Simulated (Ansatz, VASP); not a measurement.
**One calculation of Tl, two programs**

```xyz
2
Lattice="3.6455 0.0000 0.0000 -1.8227 3.1571 0.0000 0.0000 0.0000 5.4816" Properties=species:S:1:pos:R:3 pbc="T T T"
Tl    0.0000    2.1047    4.1112
Tl    1.8227    1.0524    1.3704
```

Alike in both runs: task relaxation of cell and atoms; functional PBE; k mesh 14 × 14 × 8; occupations gaussian, width 0.05 eV; no spin polarisation.

|  | VASP | Ansatz |
| --- | --- | --- |
| version | VASP 6.6.1 | Ansatz 0.2.0 |
| potentials or method | VASP PAW PBE potentials, release 64 (Tl_d) | scalar-relativistic, plane waves, PAW |
| plane-wave cutoff (eV) | 600 | 420 |
| valence electrons in the cell | 26 | 26 |

|  | VASP | Ansatz | Ansatz less VASP |
| --- | --- | --- | --- |
| relaxed volume (Å³/atom) | 31.54 | 31.54 | 0.000 |
| relaxed cell length with the largest relative difference (Å) | 3.645 | 3.645 | 0.0000 |

Caveats: the relaxation stopped at its first step, so nothing moved. Spin-orbit coupling is left out, which matters for the levels of Tl.
